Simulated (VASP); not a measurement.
Set up this calculation in VASP 6.6.1, as the native input.

* Task: relaxation of cell and atoms
* Functional: PBE
* Dispersion: D3(BJ)
* Potentials or basis: VASP PAW PBE potentials, release 64 (Al, N)
* Cutoff: 520 eV
* k mesh: 12 × 12 × 6
* Occupations: gaussian, width 0.02 eV
* Spin: no spin polarisation
* Further INCAR settings: ALGO = Fast; EDIFF = 1e-07; IBRION = 2; EDIFFG = -0.002; NSW = 80; ISIF = 3

The structure of AlN lies in POSCAR:

```
AlN                                     
1.0
    3.1078609487      0.0000000000      0.0000000000
   -1.5539304743      2.6914865310     -0.0000000000
    0.0000000000      0.0000000000      4.9766184022
  Al              N             
     2     2
Direct
     0.3333333300000021    0.6666666699999979    0.9990677977923900
     0.6666666699999979    0.3333333300000021    0.4990677977923899
     0.3333333300000021    0.6666666699999979    0.3809322022076127
     0.6666666699999979    0.3333333300000021    0.8809322022076126
```

The input as run:

INCAR

```
PREC = Accurate ; ENCUT = 520
EDIFF = 1E-7 ; ISMEAR = 0
SIGMA = 0.02 ; LREAL = F
LASPH = T ; NELM = 60
ALGO = Fast ; ISIF = 3
LWAVE = F ; LCHARG = F
GGA = PE ; IVDW = 12
IBRION = 2 ; NSW = 80
EDIFFG = -0.002 ; KPAR = 4
```

KPOINTS

```
regular mesh
0
Gamma
  12 12 6
```

Potentials or basis: VASP PAW PBE potentials, release 64 (Al, N).

Run with:

```console
$ cat potpaw_PBE.64/Al/POTCAR potpaw_PBE.64/N/POTCAR > POTCAR
$ mpirun -np 4 vasp_std > vasp.out
```

It gave:

```json
{"Relaxed volume": "10.41 Å³/atom", "Relaxed cell": "a = 3.108 Å, b = 3.108 Å, c = 4.977 Å, α = 90.00°, β = 90.00°, γ = 120.00°", "Space group after relaxing (to 0.05 Å)": "P6_3mc (No. 186)", "Energy gained by relaxing": "0.0 meV/atom", "Ionic steps": "2", "Pressure after relaxing": "0.0 GPa", "Band gap on the k mesh": "4.23 eV, direct", "Dispersion energy per atom": "-0.269 eV"}
```

Run time: 8.6 s on 4 MPI ranks on Intel(R) Xeon(R) Platinum 8488C (Sapphire Rapids), with other jobs on the host, peak memory 0.17 GiB a rank.
